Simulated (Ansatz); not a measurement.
# RbBr: frozen-core PAW against all-electron methods

```yaml
crystal:
  lattice:
    - [0.00000, 3.42750, 3.42750]
    - [3.42750, 0.00000, 3.42750]
    - [3.42750, 3.42750, 0.00000]
  atoms:
    - { symbol: Rb, position: [0.00000, 0.00000, 0.00000] }
    - { symbol: Br, position: [0.50438, 0.50438, 0.49562] }
```

Atom numbers follow the list: Rb1, Br2.

The cell is COD entry 1010048, as deposited and not checked against the literature; nothing was relaxed. It is an old determination, and later ones may differ. The listed cell was then made from it by scaling, straining or moving an atom.

All numbers are computed: DFT, PBE, PAW with Ansatz's default frozen-core files, scalar-relativistic (Ansatz 0.2.0); DFT, PBE, all-electron PAW with datasets made for the crystal, scalar-relativistic (Ansatz 0.2.0); DFT, PBE, all-electron LAPW, scalar-relativistic (Ansatz 0.2.0).

For PAW: a Γ-centred 7×7×7 k mesh, Fermi–Dirac smearing of 0.03 eV, cutoff 420 eV, no spin polarisation. The crystal-made all-electron datasets (AE datasets) take a cutoff of 200 eV at this cell. LAPW targets a basis error of 1 meV/atom. The Ansatz runs share mesh, smearing and spin set-up. Plane-wave (PAW) pressures include the program's estimate of the Pulay term.

Stress and pressure are positive in compression.

The change that made this cell: atom 2 (Br) moved by (0.0000, 0.0000, 0.0300) Å.

```tsv
quantity	PAW	AE datasets	LAPW
pressure (GPa)	1.00	1.00	1.00
force on Rb1, z (eV/Å)	0.037	0.037	0.037
force on Br2, z (eV/Å)	-0.037	-0.037	-0.037
band gap (eV)	4.364	4.364	4.364
```

PAW's pressure differs from the LAPW value by about 0.01 GPa or less.
